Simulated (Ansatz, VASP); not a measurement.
One calculation of Se, two programs

Contents of INCAR:

```
PREC = Accurate
ENCUT = 520
EDIFF = 1E-6
ISMEAR = -1
SIGMA = 0.03
LREAL = F
LASPH = T
NELM = 100
ALGO = Normal
ISIF = 2
LWAVE = F
LCHARG = F
GGA = PE
NBANDS = 16
```

Contents of KPOINTS:

```
Automatic mesh
0
Gamma
  6 6 5
```

File POSCAR:

```
Se
1.0
    4.3661999489      0.0000000000      0.0000000000
   -2.1830999745      3.7812400738      0.0000000000
    0.0000000000      0.0000000000      4.9536000000
Se
3
Direct
    0.2254000000      0.0000000000      0.3333333333
    0.0000000000      0.2254000000      0.6666666667
    0.7746000000      0.7746000000      0.0000000000
```

Input for Ansatz:

```yaml
crystal:
  lattice:
    - [4.3661999489, 0.0, 0.0]
    - [-2.1830999745, 3.7812400738, 0.0]
    - [0.0, 0.0, 4.9536]
  atoms:
    - { symbol: Se, position: [0.2254, 0.0, 0.3333333333] }
    - { symbol: Se, position: [0.0, 0.2254, 0.6666666667] }
    - { symbol: Se, position: [0.7746, 0.7746, 0.0] }
kpoints:
  mp_grid: { grid: [6, 6, 5] }
  band_path:
    path:
      - [0.0, 0.0, 0.0]
      - [0.5, 0.0, 0.0]
      - [0.3333333333, 0.3333333333, 0.0]
      - [0.0, 0.0, 0.0]
      - [0.0, 0.0, 0.5]
      - [0.5, 0.0, 0.5]
      - [0.3333333333, 0.3333333333, 0.5]
      - [0.0, 0.0, 0.5]
      - [0.5, 0.0, 0.5]
    npoints: 8
scf:
  occupations: { method: fermi_dirac, width: 0.03 }
hamiltonian:
  xc: pbe
  pseudopotentials: { kind: all_electron, lapw: { basis_error: 0.0005 } }
output:
  forces: true
  stress: true
  eigenvalues: true
  fatbands: true
  populations: true
  dos: { projected: true, de: 0.2, e_range: [-14, 8] }
```

Alike in both runs: task single point; functional PBE; k mesh 6 × 6 × 5; occupations fermi-dirac, width 0.03 eV; no spin polarisation.

```csv
,VASP,Ansatz
version,VASP 6.6.1,Ansatz 0.2.0
potentials or method,"VASP PAW PBE potentials, release 64 (Se)","all-electron LAPW, scalar-relativistic"
plane-wave cutoff (eV),520,see its input
```

```tsv
	VASP	Ansatz	Ansatz less VASP
gap on the k mesh at the Fermi level (eV)	1.31	1.32	+0.007
pressure (GPa)	2.9	2.8	-0.14
largest component of the traceless stress (GPa)	1.21	1.15	-0.054
rms of the force components (eV/Å)	0.250	0.227	-0.0222
```

Atom by atom the forces differ by 0.022 eV/Å (rms over components). Ansatz ran all-electron here, so the differences hold the error of VASP's frozen core and of both bases.

Caveats: an odd mesh through Γ misses points on the zone boundary, where band edges often lie.
